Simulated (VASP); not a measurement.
Write the native input for VASP 6.6.1 that does the following.

| Property | Result |
| --- | --- |
| Task | relaxation of the atoms |
| Functional | PBE |
| Potentials or basis | VASP PAW PBE potentials, release 64 (Rb_sv) |
| Cutoff | 600 eV |
| k mesh | 10 × 10 × 10 |
| Occupations | methfessel-paxton, width 0.1 eV |
| Spin | no spin polarisation |
| Further INCAR settings | ALGO = Fast; EDIFF = 1e-07; IBRION = 2; EDIFFG = -0.01; NSW = 40 |

The structure of Rb lies in POSCAR:

```
Rb                                      
1.0
   -2.8527333732      2.8527333732      2.8527333732
    2.8527333732     -2.8527333732      2.8527333732
    2.8527333732      2.8527333732     -2.8527333732
  Rb            
     1
Direct
     0.0000000000000000    0.0000000000000000    0.0000000000000000
```

The cell isn't the ideal one: a relaxed cell with its volume scaled by 1.02.

The input as run:

INCAR

```
SYSTEM = Rb
PREC = Accurate
ENCUT = 600
EDIFF = 1E-7
ISMEAR = 1
SIGMA = 0.1
LREAL = .FALSE.
LASPH = .TRUE.
NELM = 80
ALGO = Fast
ISIF = 2
LWAVE = .FALSE.
LCHARG = .FALSE.
GGA = PE
IBRION = 2
NSW = 40
EDIFFG = -0.01
```

KPOINTS

```
regular mesh
0
G
  10 10 10
  0 0 0
```

Potentials or basis: VASP PAW PBE potentials, release 64 (Rb_sv).

The run is started by

```console
$ cat potpaw_PBE.64/Rb_sv/POTCAR > POTCAR
$ mpirun -np 1 vasp_std > vasp.out
```

Results of the run:

* Pressure after relaxing: 0.0 GPa
* Band gap on the k mesh: none (metal or under the smearing width)

Caveat: the relaxation stopped at its first step, so nothing moved.

Run time: 29 s on 1 thread of Intel(R) Xeon(R) Platinum 8488C (Sapphire Rapids), with other jobs on the host, peak memory 0.25 GiB.
